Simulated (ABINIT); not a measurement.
# Pt (P-1) in ABINIT: convergence with nband

Aim: find how far nband must go before the results for Pt settle, at PBE. This setting moves, with any that are tied to it; all else stays.

All numbers are computed with ABINIT 10.8.3 (patched build); they aren't measurements. Logs are shortened: lines on timing, memory, paths and dates and some standing lists are left out, and cuts for length are marked. The log counts tension as positive stress, the text compression.

## (1) The cell of the first run

The typed cell holds 1 atom: a = 2.716 Å, b = 2.768 Å, c = 2.698 Å, α = 110.68°, β = 107.29°, γ = 108.83°.

This isn't the form of Pt at room conditions, which is fcc.

The cell isn't the ideal one: cell strained at random at fixed volume.

## (2) With nband 6

File run.abi:

```
# Pseudopotentials
pp_dirpath "./"
pseudos "Pt.hgh"

# Structure
acell 3*1.0 Angstrom
rprim
    -1.5179230000     1.6125670000     1.5726580000
     1.5843750000    -1.5912150000     1.6177570000
     1.5235780000     1.5968700000    -1.5513060000
ntypat 1
znucl 78
natom 1
typat 1
xred
    -0.0123120000    -0.0088610000    -0.0124860000
chkprim 0
chksymtnons 0
tolsym 1.0e-6

# Plane-wave basis
ecut 22.0

# k points
kptopt 1
ngkpt 12 12 12
nshiftk 1
shiftk 0.0 0.0 0.0

# Exchange and correlation
ixc 11

# Bands and occupations
nband 6
occopt 6
tsmear 0.00367493

# SCF cycle
nstep 100
tolvrs 1.0e-10

# Output
iomode 3
prtwf 0
prtden 0
prteig 0
prtebands 0
enunit 1
```

Potentials or basis: HGH LDA.

Started as:

```console
$ abinit run.abi > log 2>&1
```

run.abo:

```text
.Version 10.8.3 of ABINIT
 Symmetries : space group P-1 (#  2); Bravais aP (primitive triclinic)
================================================================================
 Values of the parameters that define the memory need of the present run
     intxc =       0    ionmov =       0      iscf =       7    lmnmax =       6
     lnmax =       6     mgfft =      24  mpssoang =       3    mqgrid =    3001
     natom =       1  nloc_mem =       1    nspden =       1   nspinor =       1
    nsppol =       1      nsym =       2    n1xccc =       0    ntypat =       1
    occopt =       6   xclevel =       2
       mpw =         542          nfft =       13824          nkpt =         868
================================================================================
================================================================================

--------------------------------------------------------------------------------
------------- Echo of variables that govern the present computation ------------
--------------------------------------------------------------------------------
 -outvars: echo values of preprocessed input variables --------
            acell      1.8897261259E+00  1.8897261259E+00  1.8897261259E+00 Bohr
              amu      1.95080000E+02
          chkprim           0
      chksymtnons           0
             ecut      2.20000000E+01 Hartree
           enunit           1
                       outvar_i_n : Printing only first  50 k-points.
              ixc          11
                       outvar_i_n : Printing only first  50 k-points.
         kptrlatt       12    0    0      0   12    0      0    0   12
          kptrlen      6.11760155E+01
            natom           1
            nband           6
            ngfft          24      24      24
             nkpt         868
            nstep         100
             nsym           2
           ntypat           1
                       prtocc : prtvol=0, do not print more k-points.
           occopt           6
           prtden           0
        prtebands           0
           prteig           0
            prtwf           0
            rprim     -1.5179230000E+00  1.6125670000E+00  1.5726580000E+00
                       1.5843750000E+00 -1.5912150000E+00  1.6177570000E+00
                       1.5235780000E+00  1.5968700000E+00 -1.5513060000E+00
          spgroup           2
           tolsym      1.00000000E-06
           tolvrs      1.00000000E-10
           tsmear      3.67493000E-03 Hartree
            typat      1
                       outvars : Printing only first  50 k-points.
           xangst     -1.4373873807E-02 -2.5692687609E-02 -1.4327903357E-02
            xcart     -2.7162684864E-02 -4.8552143020E-02 -2.7075813303E-02
             xred     -1.2312000000E-02 -8.8610000000E-03 -1.2486000000E-02
            znucl       78.00000

================================================================================

 chkinp: Checking input parameters for consistency.

================================================================================
== DATASET  1 ==================================================================

--- !DatasetInfo
iteration_state: {dtset: 1, }
[... 67 lines left out ...]
lattice_angles: [110.680, 107.286, 108.834, ] # degrees, (23, 13, 12)
lattice_volume:   1.0732555E+02
convergence: {deltae: -5.116E-12, res2:  2.267E-11, residm:  7.899E-05, diffor: null, }
etotal    :  -2.63523976E+01
entropy   :   0.00000000E+00
fermie    :  -8.28864618E-03
cartesian_stress_tensor: # hartree/bohr^3
- [  1.67419777E-05,   3.30279556E-06,   2.01618773E-04, ]
- [  3.30279556E-06,  -4.70853178E-05,   7.40164781E-05, ]
- [  2.01618773E-04,   7.40164781E-05,  -1.68499287E-05, ]
pressure_GPa:   4.6282E-01
xred      :
- [ -1.2312E-02,  -8.8610E-03,  -1.2486E-02, Pt]
cartesian_forces: # hartree/bohr
- [ -0.00000000E+00,  -0.00000000E+00,  -0.00000000E+00, ]
force_length_stats: {min:   0.00000000E+00, max:   0.00000000E+00, mean:   0.00000000E+00, }
...

 Integrated electronic density in atomic spheres:
 ------------------------------------------------
 Atom  Sphere_radius  Integrated_density
    1        2.00000          6.66624829
================================================================================

 ----iterations are completed or convergence reached----

 Mean square residual over all n,k,spin=   93.144E-09; max=  78.994E-06
 reduced coordinates (array xred) for    1 atoms
      -0.012312000000     -0.008861000000     -0.012486000000
 rms dE/dt=  0.0000E+00; max dE/dt=  0.0000E+00; dE/dt below (all hartree)
    1       0.000000000000      0.000000000000      0.000000000000

 cartesian coordinates (angstrom) at end:
    1     -0.01437387380700    -0.02569268760900    -0.01432790335700

 cartesian forces (hartree/bohr) at end:
    1     -0.00000000000000    -0.00000000000000    -0.00000000000000
 frms,max,avg= 0.0000000E+00 0.0000000E+00   0.000E+00  0.000E+00  0.000E+00 h/b

 cartesian forces (eV/Angstrom) at end:
    1     -0.00000000000000    -0.00000000000000    -0.00000000000000
 frms,max,avg= 0.0000000E+00 0.0000000E+00   0.000E+00  0.000E+00  0.000E+00 e/A
 length scales=  1.889726125908  1.889726125908  1.889726125908 bohr
              =  1.000000000000  1.000000000000  1.000000000000 angstroms
 Fermi (or HOMO) energy (eV) =  -0.22555   Average Vxc (eV)= -12.62622
 Eigenvalues (   eV  ) for nkpt= 868  k points:
 kpt#   1, nband=  6, wtk=  0.00058, kpt=  0.0000  0.0000  0.0000 (reduced coord)
  -9.52662   -3.97658   -3.56941   -3.31611   -1.40611   -1.09467
 prteigrs : prtvol=0 or 1, do not print more k-points.

--- !EnergyTerms
iteration_state     : {dtset: 1, }
comment             : Components of total free energy in Hartree
kinetic             :  1.95221438380824E+01
hartree             :  2.12735702395455E+00
xc                  : -4.52002889622761E+00
Ewald energy        : -3.03839741608368E+01
psp_core            :  6.00399049165919E+00
local_psp           : -3.97184732054841E+00
non_local_psp       : -1.51300557232778E+01
internal            : -2.63524147471944E+01
'-kT*entropy'       :  1.71188613239632E-05
total_energy        : -2.63523976283331E+01
total_energy_eV     : -7.17085270372246E+02
band_energy         : -1.21219595481994E+00
...

 Cartesian components of stress tensor (hartree/bohr^3)
  sigma(1 1)=  1.67419777E-05  sigma(3 2)=  7.40164781E-05
  sigma(2 2)= -4.70853178E-05  sigma(3 1)=  2.01618773E-04
  sigma(3 3)= -1.68499287E-05  sigma(2 1)=  3.30279556E-06

-Cartesian components of stress tensor (GPa)         [Pressure=  4.6282E-01 GPa]
- sigma(1 1)=  4.92565989E-01  sigma(3 2)=  2.17763997E+00
- sigma(2 2)= -1.38529788E+00  sigma(3 1)=  5.93182910E+00
- sigma(3 3)= -4.95742019E-01  sigma(2 1)=  9.71716003E-02

== END DATASET(S) ==============================================================
================================================================================

 -outvars: echo values of variables after computation  --------
            acell      1.8897261259E+00  1.8897261259E+00  1.8897261259E+00 Bohr
           etotal     -2.6352397628E+01
            fcart     -0.0000000000E+00 -0.0000000000E+00 -0.0000000000E+00
            rprim     -1.5179230000E+00  1.6125670000E+00  1.5726580000E+00
                       1.5843750000E+00 -1.5912150000E+00  1.6177570000E+00
                       1.5235780000E+00  1.5968700000E+00 -1.5513060000E+00
           strten      1.6741977691E-05 -4.7085317817E-05 -1.6849928734E-05
                       7.4016478124E-05  2.0161877315E-04  3.3027955639E-06
           xangst     -1.4373873807E-02 -2.5692687609E-02 -1.4327903357E-02
             xred     -1.2312000000E-02 -8.8610000000E-03 -1.2486000000E-02
 Calculation completed.
```

It took 56 s on 1 thread of Arm Neoverse V2, shared host; peak memory 0.1 GiB.

What came out:

| Property | Result |
| --- | --- |
| Free energy | -717.0853 eV |
| Pressure | 0.5 GPa |
| Band gap on the k mesh | none (metal or under the smearing width) |
| Valence electrons inside the program's atomic spheres | Pt 6.67 (radii [1.0584] Å) |

## (3) With nband 7

Edit run.abi of step 2 so:

```diff
@@ -33,3 +33,3 @@
 # Bands and occupations
-nband 6
+nband 7
 occopt 6
```

Potentials or basis: HGH LDA.

Started as:

```console
$ abinit run.abi > log 2>&1
```

Run time: 64 s. Hardware: 1 thread of Arm Neoverse V2, shared host; peak memory 0.11 GiB.

Results (log left out):

```yaml
Free_energy: -717.0853 eV
Pressure: 0.5 GPa
Band_gap_on_the_k_mesh: none (metal or under the smearing width)
Valence_electrons_inside_the_program's_atomic_spheres: Pt 6.67 (radii [1.0584] Å)
```

## (4) With nband 8

Edit run.abi of step 3 so:

```diff
@@ -33,3 +33,3 @@
 # Bands and occupations
-nband 7
+nband 8
 occopt 6
```

Started as:

```console
$ abinit run.abi > log 2>&1
```

It took 72 s on 1 thread of Arm Neoverse V2, shared host; peak memory 0.11 GiB.

It converged, with:

```yaml
Free_energy: -717.0853 eV
Pressure: 0.5 GPa
Band_gap_on_the_k_mesh: none (metal or under the smearing width)
Valence_electrons_inside_the_program's_atomic_spheres: Pt 6.67 (radii [1.0584] Å)
```

## (5) With nband 9

Edit run.abi of step 4 so:

```diff
@@ -33,3 +33,3 @@
 # Bands and occupations
-nband 8
+nband 9
 occopt 6
```

Started as:

```console
$ abinit run.abi > log 2>&1
```

Wall time 81 s (1 thread of Arm Neoverse V2, shared host); peak memory 0.12 GiB.

The run converged. Its results:

```yaml
Free_energy: -717.0853 eV
Pressure: 0.5 GPa
Band_gap_on_the_k_mesh: none (metal or under the smearing width)
Valence_electrons_inside_the_program's_atomic_spheres: Pt 6.67 (radii [1.0584] Å)
```

## (6) With nband 10

Edit run.abi of step 5 so:

```diff
@@ -33,3 +33,3 @@
 # Bands and occupations
-nband 9
+nband 10
 occopt 6
```

Potentials or basis: HGH LDA.

Started as:

```console
$ abinit run.abi > log 2>&1
```

Wall time 82 s (1 thread of Arm Neoverse V2, shared host); peak memory 0.13 GiB.

Results (log left out):

```
Free energy                                           : -717.0853 eV
Pressure                                              : 0.5 GPa
Band gap on the k mesh                                : none (metal or under the smearing width)
Valence electrons inside the program's atomic spheres : Pt 6.67 (radii [1.0584] Å)
```

## (7) With nband 13

Edit run.abi of step 6 so:

```diff
@@ -33,3 +33,3 @@
 # Bands and occupations
-nband 10
+nband 13
 occopt 6
```

Started as:

```console
$ abinit run.abi > log 2>&1
```

Wall time 1.8 min (1 thread of Arm Neoverse V2, shared host); peak memory 0.15 GiB.

The run converged. Its results:

* Free energy: -717.0853 eV
* Pressure: 0.5 GPa
* Band gap on the k mesh: none (metal or under the smearing width)
* Valence electrons inside the program's atomic spheres: Pt 6.67 (radii [1.0584] Å)

## (8) With nband 19

Edit run.abi of step 7 so:

```diff
@@ -33,3 +33,3 @@
 # Bands and occupations
-nband 13
+nband 19
 occopt 6
```

Started as:

```console
$ abinit run.abi > log 2>&1
```

Run time: 2.6 min. Hardware: 1 thread of Arm Neoverse V2, shared host; peak memory 0.19 GiB.

Results (log left out):

```yaml
Free_energy: -717.0853 eV
Pressure: 0.5 GPa
Band_gap_on_the_k_mesh: none (metal or under the smearing width)
Valence_electrons_inside_the_program's_atomic_spheres: Pt 6.67 (radii [1.0584] Å)
```

## (9) Result

```csv
nband,energy less the tightest run (meV/atom),SCF cycles,CPU time (s),peak memory (GiB)
6,0.00,9,56,0.1
7,0.00,9,64,0.11
8,0.00,9,72,0.11
9,0.00,9,81,0.12
10,0.00,8,82,0.13
13,0.00,8,110,0.15
19,0.00,8,160,0.19
```

Against the tightest run, the energy stays within 1 meV/atom from 6 on. The tightest run that finished is the yardstick and may itself not be fully converged.

Caveats: the potentials were made for another functional, which shifts forces and pressure; HGH potentials are hard and often keep d shells in the core, so these values are rough.
